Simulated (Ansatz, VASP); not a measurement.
# Cross-check of BAs between VASP and Ansatz

One calculation is typed for both programs; each brings its own data sets. How far apart do they land? The structure shown is the end of the Ansatz relaxation below.

Method: plane waves, with VASP 6.6.1 beside it; single point at PBEsol, in Ansatz 0.2.0.

**1. Starting point**

Symmetry: I-4m2, No. 119, tetragonal system. Conventional cell: a = 3.379 Å, b = 3.379 Å, c = 4.720 Å, α = 90.00°, β = 90.00°, γ = 90.00°. Nearest to As lie 4 B at 2.06 Å. Nearest to B lie 4 As at 2.06 Å. Farther neighbours are not listed.

**2. Ansatz: relaxation, PBEsol**

Ansatz runs on its PAW soft_1 files.

This run makes the geometry at which the two programs are then compared.

input.yaml reads:

```yaml
crystal:
  lattice:
    - [3.3796310075, 0.0, 0.0]
    - [0.0, 3.3796310075, 0.0]
    - [0.0, 0.0, 4.71992499]
  atoms:
    - { symbol: As, position: [0.5, 0.0, 0.75] }
    - { symbol: As, position: [1.0, 0.5, 0.25] }
    - { symbol: B, position: [0.0, 0.0, 0.0] }
    - { symbol: B, position: [0.5, 0.5, 0.5] }
kpoints:
  mp_grid: { grid: [8, 8, 6] }
scf:
  occupations: { method: fermi_dirac, width: 0.02 }
hamiltonian:
  xc: pbesol
  pseudopotentials: { kind: paw, azcp: { folder: soft_1 }, xc_functional: pbe }
basis:
  ecutwfc: 600
output:
  forces: true
  stress: true
relax:
  f_tol: 0.005
  max_steps: 70
  cell: { stress_tol: 0.02, p_target: 0, fix: [c, alpha, beta, gamma] }
```

Started as:

```sh
$ ansatz run input.yaml --threads 4 --pin off --max-ram 10240MiB --backend cpu --events-out ev --progress --plain --runs-dir out
```

Numbers of over 12 decimals in the logs are rounded to 6 here.

What it wrote:

```text
Engine: ansatz 0.2.0, aarch64-unknown-linux-gnu
Pseudopotentials: kind: paw
Pseudopotential: As, paw, valence charge 15, recommended cutoff 420 eV (normal), soft_1/As.paw.azcp
Pseudopotential: B, paw, valence charge 3, recommended cutoff 420 eV (normal), soft_1/B.paw.azcp
Functional definition: PBEsol
  exchange = pbesol_x
  correlation = pbesol_c
Crystal: 4 atoms, lattice volume = 53.911 Å³
Basis set: ecut = 600 eV, 1827 PW (Γ), exchange–correlation on 60×60×80 points (8 copies of the dense FFT grid, shifted against one another)
Bands: 22, of which v1, the nominal top of the filled ones, is band 18 counted from 1 (17 counted from 0)
Symmetry: 16 space group operations
Space group: I-4m2 (ITA 119), of the structure as read, at distance tolerance 3.8e-5 Å
k-points: 60 of 384 (time reversal used)
Non-local potential: As, projectors of the file, l = 0: 2, l = 1: 2, l = 2: 3, l = 3: 1
Non-local potential: B, projectors of the file, l = 0: 2, l = 1: 2, l = 2: 1
PAW form: soft (Blöchl's): semilocal exchange-correlation on the pseudo side does not see the compensation charge
PAW frozen core: As, regenerated for the run's functional, and the local potential with it (the file was generated under x = pbe(κ = 0.804, μ = 0.219515), c = pbe(β = 0.066725))
PAW frozen core: B, regenerated for the run's functional, and the local potential with it (the file was generated under x = pbe(κ = 0.804, μ = 0.219515), c = pbe(β = 0.066725))
PAW one-centre angular grid: As, 590 points (default); XC on 64 Gauss nodes
PAW one-centre angular grid: B, 110 points (default); XC on 64 Gauss nodes
Initial density: superposition of atomic densities (chi_scale 0.1, normalization cell, long waves kept (reshape's long-wave potential 0.00 eV rms))
Initial wavefunctions: pseudopotential atomic-orbital guess
Functional: x = pbesol(κ = 0.804, μ = 0.123457), c = pbesol(β = 0.046)
SCF iter   1: F=—  HF=-9932.774310 eV  |F-HF|=—  |Δ(HF+E_count)|=         —  Δρ=7.58e-2  dr2=3.95e0  ethr=3.10e-3  ⟨swp⟩=5.8  Hψ=5578  notcnv=0
preconditioner: auto → none  [insulator: Δε(μ)=1.493 eV  Ē_g=10.711 eV  σ=0.020 eV  W_gap=1.00  n_scr=14 (ndim 8)  ℏωp=20.2 eV  f_vac=0.000  D(μ)=0.00/eV (n_scr^D=0)  ε∞_Penn≈4.6]
SCF iter   2: F=—  HF=-9931.617638 eV  |F-HF|=—  |Δ(HF+E_count)|=    1.16e0  Δρ=2.47e-2  dr2=2.76e-1  ethr=3.10e-3  ⟨swp⟩=3.0  Hψ=2672  notcnv=0
SCF iter   3: F=—  HF=-9931.551557 eV  |F-HF|=—  |Δ(HF+E_count)|=   6.61e-2  Δρ=1.05e-2  dr2=3.91e-2  ethr=7.66e-4  ⟨swp⟩=3.2  Hψ=2640  notcnv=0
SCF iter   4: F=—  HF=-9931.547899 eV  |F-HF|=—  |Δ(HF+E_count)|=   3.66e-3  Δρ=4.43e-3  dr2=8.08e-3  ethr=1.09e-4  ⟨swp⟩=3.0  Hψ=2595  notcnv=0
SCF iter   5: F=—  HF=-9931.545836 eV  |F-HF|=—  |Δ(HF+E_count)|=   2.06e-3  Δρ=1.03e-3  dr2=3.97e-4  ethr=2.24e-5  ⟨swp⟩=3.0  Hψ=2640  notcnv=0
SCF iter   6: F=—  HF=-9931.545800 eV  |F-HF|=—  |Δ(HF+E_count)|=   3.56e-5  Δρ=1.21e-4  dr2=5.16e-6  ethr=1.10e-6  ⟨swp⟩=2.8  Hψ=2439  notcnv=0
SCF iter   7: F=—  HF=-9931.545800 eV  |F-HF|=—  |Δ(HF+E_count)|=   2.19e-7  Δρ=6.51e-6  dr2=1.63e-8  ethr=2.78e-10  ⟨swp⟩=3.4  Hψ=5475  notcnv=0
SCF iter   8: F=-9931.545800 eV  HF=-9931.545800 eV  |F-HF|=1.09e-11  |Δ(HF+E_count)|=   1.13e-8  Δρ=3.55e-7  dr2=5.02e-11  ethr=4.53e-11  ⟨swp⟩=1.9  Hψ=4199  notcnv=0
SCF 1 converged in 8 iterations: F = -9931.545800 eV  dr2 = 5.02e-11
  greatest PAW one-centre occupation: 0.999 electrons in one spin orbital (limit 2), on the As atom at site 1 (counted from 0), in its partial waves of l = 2
relax step   1: F+E_penalty+E_count = -9931.54580037 eV  Δ(F+E_penalty+E_count) = +0.000e0 eV  max|allowed force component| = 1.520e-16 eV/Å  Δτ_max = 0.0000 Å  P = +0.721 GPa  Ω = 53.911 Å³  fix = [c, alpha, beta, gamma]  reactions: c +2.387 GPa  (8 SCF iters, dr2 threshold 1.00e-7 eV, accepted)
[...]
relax step   2: F+E_penalty+E_count = -9931.54581296 eV  Δ(F+E_penalty+E_count) = -1.259e-5 eV  max|allowed force component| = 8.760e-17 eV/Å  Δτ_max = 0.0000 Å  P = +0.796 GPa  Ω = 53.882 Å³  energy of the carried Pulay correction = +1.034e-6 eV  fix = [c, alpha, beta, gamma]  reactions: c +2.428 GPa  (3 SCF iters, dr2 threshold 3.12e-8 eV, accepted)
[...]
relax step   3: F+E_penalty+E_count = -9931.54581245 eV  Δ(F+E_penalty+E_count) = +5.125e-7 eV  max|allowed force component| = 9.151e-17 eV/Å  Δτ_max = 0.0000 Å  P = +0.796 GPa  Ω = 53.882 Å³  fix = [c, alpha, beta, gamma]  reactions: c +2.428 GPa  stress off target by 1.95e-2 GPa on what of the cell is left free  SCF on the basis re-selected at this cell (its energy is not comparable with the rows above)  (5 SCF iters)
basis re-selected at this cell: Δ(F+E_penalty+E_count) = +5.125e-7 eV, ΔP = +0.000 GPa vs the last step (what re-selecting the basis moved, of the pressure what is left beyond the Pulay correction that the steps carried, after the strain that the cell walked since its last selection, with what the two solves' SCF thresholds leave and, on support functions, any second-order correction that the steps lacked; it is no measure of the basis error at this ecutwfc). The dense FFT grid was sized anew with the basis: this SCF ran on 27×27×40 points, the steps before it on 30×30×40, so part of this shift can come from that change (see relax.cell in the input reference). [rest of the remark cut]
SCF converged after 5 iterations
Free energy (F): -9931.545812 eV
Harris-Foulkes:  -9931.545812 eV  (|F-HF|=0.00e0)
Internal energy: -9931.545812 eV  (E = F + TS)
E sigma→0 (E₀):  -9931.545812 eV
Fermi energy:    11.306896 eV
--- Per-component energies (eV) ---
  E_band       = -434.580618
  E_kinetic    = 294.251442
  E_local      = -3891.732858  (includes V_loc(G=0)·N_el)
  E_nonlocal   = -765.537404
  E_hartree    = 2194.443794
  E_xc         = -205.746767
  E_vxc        = -225.370461  (∫ρ·V_xc dr)
  E_paw        = -4094.363137  (= ΣΔE_a)
  E_vpaw       = -235.078917  (= ΣTr[D̂ρ^β])
  E_aug_tail   = 0.000025  (compensation charges beyond the density's cutoff)
  E_ewald      = -3464.823190
  E_core_change = 1.962282  (= ΣΔE_core)
  E_smearing   = -0.000000  (= −TS)
  E_closure    = 0.000000  (closes the sum)
  Σ components = -9931.545812   (vs F -9931.545812, Δ=0.00e0)
--- Forces (eV/Å), atoms counted from 1 ---
  atom   1  As     0.00000000    -0.00000000     0.00000000
  atom   2  As     0.00000000    -0.00000000     0.00000000
  atom   3  B      0.00000000    -0.00000000     0.00000000
  atom   4  B      0.00000000    -0.00000000     0.00000000
  max |Σ_I F_I| component: 3.57e-16 eV/Å
--- Stress (GPa, compression-positive) ---
       -0.019457      -0.000000      -0.000000
       -0.000000      -0.019457       0.000000
       -0.000000       0.000000       2.428034
  P = ⅓ Tr σ = 0.7964 GPa (7.964 kbar)
--- Relaxed structure (2 steps of the walk, 2 accepted, 1 SCFs on fresh bases) ---
  F+E_penalty+E_count = -9931.54581245 eV   max|allowed force component| = 9.151e-17 eV/Å   (the final SCF, on the basis selected at the relaxed cell)
  cell:  # Å, volume = 53.8823 Å³
    - [3.378746, 0, 0]
    - [0, 3.378746, 0]
    - [0, 0, 4.71992499]
  atoms:
    - { symbol: As, position: [0.500000, 0, 0.75] }
    - { symbol: As, position: [1.000000, 0.500000, 0.250000] }
    - { symbol: B, position: [0, 0, 0] }
    - { symbol: B, position: [0.500000, 0.500000, 0.500000] }
```

Reading the cycles: dr2 is the Hartree energy of the density residual (eV), the measure of convergence; HF is the Harris–Foulkes estimate of the energy, which meets the free energy F at convergence.

**3. VASP: single point, PBEsol, pair 1**

The same cell, functional, mesh and smearing now go to VASP, with its own data sets.

Lines of VASP's logs that name or quote its potential files are left out, and so is its time.

INCAR reads:

```
SYSTEM = BAs
PREC = Accurate
ENCUT = 500
EDIFF = 1E-06
NELM = 120
ISMEAR = -1
SIGMA = 0.02
LREAL = .FALSE.
ALGO = Normal
GGA = PS
NBANDS = 14
LORBIT = 11
LWAVE = .FALSE.
LCHARG = .FALSE.
ISIF = 2
LASPH = .TRUE.
GGA_COMPAT = .FALSE.
EFERMI = MIDGAP
KPAR = 2
```

POSCAR reads:

```
BAs
1.0
    3.3787457102      0.0000000000      0.0000000000
    0.0000000000      3.3787457102      0.0000000000
    0.0000000000      0.0000000000      4.7199249900
As B
2 2
Direct
    0.5000000000      0.0000000000      0.7500000000
    0.0000000000      0.5000000000      0.2500000000
    0.0000000000      0.0000000000      0.0000000000
    0.5000000000      0.5000000000      0.5000000000
```

KPOINTS reads:

```
Automatic mesh
0
Gamma
8 8 6
0 0 0
```

The projector-augmented-wave data sets are As and B (PBE family, release 64).

Started as:

```sh
$ mpirun -np 2 vasp_std
```

What it wrote:

```text
[banner, memory and clock lines left out]
running    2 mpi-ranks, on    1 nodes
 distrk:  each k-point on    1 cores,    2 groups
 distr:  one band on    1 cores,    1 groups

 POSCAR found type information on POSCAR AsB
 POSCAR found :  2 types and       4 ions
|                                                                             |
|               ----> ADVICE to this user running VASP <----                  |
|                                                                             |
|     You enforced a specific xc type in the INCAR file but a different       |
|     [... a line on the potential file left out ...]
|     I HOPE YOU KNOW WHAT YOU ARE DOING!                                     |
|                                                                             |

 LDA part: xc-table for (Slater+PW92), standard interpolation
 POSCAR, INCAR and KPOINTS ok, starting setup
 FFT: planning ... GRIDC
 FFT: planning ... GRID_SOFT
 FFT: planning ... GRID
 WAVECAR not read
 entering main loop
       N       E                     dE             d eps       ncg     rms          rms(c)
DAV:   1     0.382423340878E+02    0.38242E+02   -0.66272E+03  1680   0.968E+02
DAV:   2    -0.228768474419E+02   -0.61119E+02   -0.55476E+02  2336   0.156E+02
DAV:   3    -0.256410054282E+02   -0.27642E+01   -0.27423E+01  2238   0.330E+01
DAV:   4    -0.256581714960E+02   -0.17166E-01   -0.17158E-01  1866   0.290E+00
DAV:   5    -0.256583281421E+02   -0.15665E-03   -0.15659E-03  2226   0.252E-01    0.695E+00
DAV:   6    -0.245571986072E+02    0.11011E+01   -0.15321E+00  1938   0.743E+00    0.350E+00
DAV:   7    -0.244181918631E+02    0.13901E+00   -0.33862E-01  2180   0.337E+00    0.127E+00
DAV:   8    -0.243991533904E+02    0.19038E-01   -0.28930E-02  1956   0.114E+00    0.159E-01
DAV:   9    -0.243991691419E+02   -0.15751E-04   -0.16420E-03  2076   0.284E-01    0.626E-02
DAV:  10    -0.243992787697E+02   -0.10963E-03   -0.27648E-04  1962   0.959E-02    0.224E-02
DAV:  11    -0.243992856115E+02   -0.68418E-05   -0.16160E-05  2148   0.295E-02    0.140E-02
DAV:  12    -0.243992848641E+02    0.74742E-06   -0.26985E-06  1790   0.918E-03
   1 F= -.24399285E+02 E0= -.24399285E+02  d E =-.183235E-11
```

Parts of OUTCAR (step 3):

```text
ion  position               nearest neighbor table
   1  0.500  0.000  0.750-   3 2.06   4 2.06   4 2.06   3 2.06
   2  0.000  0.500  0.250-   3 2.06   4 2.06   3 2.06   4 2.06
   3  0.000  0.000  0.000-   1 2.06   2 2.06   2 2.06   1 2.06
   4  0.500  0.500  0.500-   1 2.06   2 2.06   1 2.06   2 2.06

  LATTYP: Found a simple tetragonal cell.
 ALAT       =     3.3787457102
 C/A-ratio  =     1.3969459068

 Subroutine GETGRP returns: Found  8 space group operations
 (whereof  8 operations were pure point group operations)

The static configuration has the point symmetry D_2d.

 Found     60 irreducible k-points:

   k-points           NKPTS =     60   k-points in BZ     NKDIM =     60   number of bands    NBANDS=     14

   dimension x,y,z NGX =    28 NGY =   28 NGZ =   36
   dimension x,y,z NGXF=    56 NGYF=   56 NGZF=   72

   ENCUT  =  500.0 eV  36.75 Ry    6.06 a.u.   6.16  6.16  8.61*2*pi/ulx,y,z

   NELECT =      16.0000    total number of electrons

 k-points in reciprocal lattice and weights: Automatic mesh
   0.00000000  0.00000000  0.00000000       0.003
   0.12500000  0.00000000  0.00000000       0.010
   0.25000000  0.00000000  0.00000000       0.010
   0.37500000  0.00000000  0.00000000       0.010
   0.50000000  0.00000000  0.00000000       0.005
   0.12500000  0.12500000  0.00000000       0.010
   0.25000000  0.12500000  0.00000000       0.021
   0.37500000  0.12500000  0.00000000       0.021
   0.50000000  0.12500000  0.00000000       0.010
[...]
0.50000000  0.37500000  0.50000000       0.010
   0.50000000  0.50000000  0.50000000       0.003

 average (electrostatic) potential at core
       1 -48.4630       2 -48.4630       3 -26.7714       4 -26.7714

 E-fermi :   6.6922

 k-point     1 :       0.0000    0.0000    0.0000
  band No.  band energies     occupation
    ...
      4       1.9390      2.00000
      5       1.9390      2.00000
      6       6.1321      2.00000
      7       6.1321      2.00000
      8       6.2502      2.00000
      9       7.3693      0.00000
     10       7.4013      0.00000
     11       9.3744      0.00000
     12       9.4527      0.00000
     13       9.4527      0.00000
    ...

 k-point     2 :       0.1250    0.0000    0.0000
  band No.  band energies     occupation
    ...
      4       1.1030      2.00000
      5       2.0929      2.00000
      6       4.9025      2.00000
      7       5.4605      2.00000
      8       6.0131      2.00000
      9       7.5423      0.00000
     10       8.7567      0.00000
     11       9.6367      0.00000
     12       9.6824      0.00000
     13      10.0640      0.00000
    ...

 k-point     3 :       0.2500    0.0000    0.0000
  band No.  band energies     occupation
    ...
      4       0.0854      2.00000
      5       2.5406      2.00000
      6       2.8903      2.00000
      7       3.9209      2.00000
      8       5.6229      2.00000
      9       8.0007      0.00000
     10      10.0120      0.00000
     11      10.1842      0.00000
     12      10.9825      0.00000
     13      11.5322      0.00000
    ...

  Total        0.3071011      0.3071011      1.1254389      0.0000000      0.0000000      0.0000000
  in kB        9.1315789      9.1315789     33.4646590      0.0000000      0.0000000      0.0000000
  external PRESSURE =      17.2426056 kB  Pullay stress =       0.0000000 kB

  energy-cutoff  :      500.00
  volume of cell :       53.88
      direct lattice vectors                 reciprocal lattice vectors
     3.378745710  0.000000000  0.000000000     0.295967819  0.000000000  0.000000000
     0.000000000  3.378745710  0.000000000     0.000000000  0.295967819  0.000000000
     0.000000000  0.000000000  4.719924990     0.000000000  0.000000000  0.211867774

 POSITION                                       TOTAL-FORCE (eV/Angst)
 -----------------------------------------------------------------------------------
      1.68937      0.00000      3.53994         0.000000      0.000000     -0.000000
      0.00000      1.68937      1.17998         0.000000     -0.000000     -0.000000
      0.00000      0.00000      0.00000        -0.000000      0.000000     -0.000000
      1.68937      1.68937      2.35996        -0.000000      0.000000      0.000000
 -----------------------------------------------------------------------------------
    total drift:                                0.000000      0.000000      0.000000

  FREE ENERGIE OF THE ION-ELECTRON SYSTEM (eV)
  ---------------------------------------------------
  free  energy   TOTEN  =       -24.3992848641 eV

  energy  without entropy=      -24.3992848641  energy(sigma->0) =      -24.39928486

 total charge
# of ion       s       p       d       tot
------------------------------------------
    1        1.175   1.674   0.090   2.939
    2        1.175   1.674   0.090   2.939
    3        0.656   1.183   0.000   1.839
    4        0.656   1.183   0.000   1.839
--------------------------------------------------
tot          3.661   5.713   0.180   9.555

[... 3 further parts left out ...]
```

The run ends at a pressure of 1.72 GPa.

**4. Side by side**

Known differences besides the potentials themselves: the data sets hold 36 valence electrons in Ansatz (on its PAW soft_1 files) and 16 in VASP; the cutoff is 600 eV in Ansatz and 500 eV in VASP; Ansatz makes its cores anew for this functional, VASP keeps those of its PBE data sets; Ansatz's pressure holds a Pulay correction, VASP's none. Total energies have different zeros and are not compared.

The two programs side by side:

| quantity | Ansatz | VASP | difference |
| --- | --- | --- | --- |
| pressure (GPa) | 0.80 | 1.72 | -0.93 |
| gap on the k mesh (eV) | 0.894 | 0.884 | +0.010 |

A gap on the mesh is an upper bound, since the band edges may lie between its points.

**5. Ansatz: relaxation, PBEsol**

This run makes the geometry at which the two programs are then compared. The cell compared in this pair holds 53.28 Å³, against 53.88 Å³ for the pair before.

The structure compared here is the end of the Ansatz relaxation.

input.yaml: that of step 2 with these lines changed.

```diff
@@ -2,5 +2,5 @@
   lattice:
-    - [3.3796310075, 0.0, 0.0]
-    - [0.0, 3.3796310075, 0.0]
-    - [0.0, 0.0, 4.71992499]
+    - [3.3964870225, 0.0, 0.0]
+    - [0.0, 3.3964870225, 0.0]
+    - [0.0, 0.0, 4.62457297]
   atoms:
```

Started as:

```sh
$ ansatz run input.yaml --threads 4 --pin off --max-ram 10240MiB --backend cpu --events-out ev --progress --plain --runs-dir out
```

What it wrote:

```text
[...]
Crystal: 4 atoms, lattice volume = 53.350 Å³
Basis set: ecut = 600 eV, 1819 PW (Γ), exchange–correlation on 60×60×80 points (8 copies of the dense FFT grid, shifted against one another)
Bands: 22, of which v1, the nominal top of the filled ones, is band 18 counted from 1 (17 counted from 0)
Symmetry: 16 space group operations
[...]
k-points: 60 of 384 (time reversal used)
[...]
0.000000       0.000000       7.288978
  P = ⅓ Tr σ = 2.4300 GPa (24.300 kbar)
--- Relaxed structure (3 steps of the walk, 3 accepted, 1 SCFs on fresh bases) ---
[...]
cell:  # Å, volume = 53.2803 Å³
    - [3.394278, 0, 0]
    - [0, 3.394278, 0]
    - [0, 0, 4.62457297]
  atoms:
    - { symbol: As, position: [0.5, 0, 0.75] }
    - { symbol: As, position: [1.0, 0.5, 0.25] }
    - { symbol: B, position: [0, 0, 0] }
    - { symbol: B, position: [0.5, 0.5, 0.5] }
[key lines of the parts left out:]
SCF converged after 5 iterations
Free energy (F): -9931.512519 eV
Fermi energy:    11.447593 eV
```

(Part 1 of 2 ends here.)

[Lines on the potential files, build, host, timing and source positions are cut from VASP's logs without a mark.]

[Logs are printed without paths, hosts, clocks, repeated set-up lines and the standing remarks that a program may print on its own settings, such as how far it seeks lower states.]

[Hosts, paths, dates, database ids (printed as entryN), source tags and the programs' standing remarks are cut or masked in the printed files.]
